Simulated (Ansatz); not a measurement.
Runs of Ansatz 0.2.0 on KI. It takes space group Fm-3m (No. 225, cubic). Conventional cell: a = 7.066 Å, b = 7.066 Å, c = 7.066 Å, α = 90.00°, β = 90.00°, γ = 90.00°. I (site symmetry m-3m) is surrounded by 6 K at 3.53 Å. K (site symmetry m-3m) is surrounded by 6 I at 3.53 Å. 

| task | level | cell | gap on the mesh (eV) | pressure (GPa) | relaxed volume (Å³/atom) |
| --- | --- | --- | --- | --- | --- |
| relaxation of the atoms | PBE | atoms relaxed | 3.97 | 0.6 | - |
| relaxation of cell and atoms | PBE | relaxed | 3.86 | 0.0 | (a) |
| relaxation of cell and atoms | LDA | relaxed | 3.86 | 0.0 | 39.70 |
| relaxation of the atoms | PBE | atoms relaxed from: strained by -1 % | 3.99 | 0.7 | - |
| relaxation of the atoms | PBE | atoms relaxed from: strained by -2 % | (b) | 0.9 | - |

Alike in all rows: potentials or basis Ansatz PAW; no spin polarisation; k mesh 7 × 7 × 7; cutoff (eV) 420; smearing fermi-dirac 0.05 eV.

**Question.** Estimate the missing entries.

**Answer.** (a) 46.20; (b) 4.01.

Caveats: odd divisions of the mesh miss points on the zone boundary, where band edges often lie, so the gap on the mesh can be too wide; spin-orbit coupling is left out, which moves the levels of the heavy elements; the relaxation stopped at its first step, so nothing moved (some runs); the thresholds are loose for stress (some runs); the plane-wave basis is chosen anew once the cell has moved, so the energies of steps on either side of that aren't comparable (some runs); the PAW data sets come from PBE, with cores solved anew for the run's functional, which leaves a small shift of forces and pressure (some runs).

A k mesh can miss the band edges, and the runs leave out spin-orbit coupling on I.
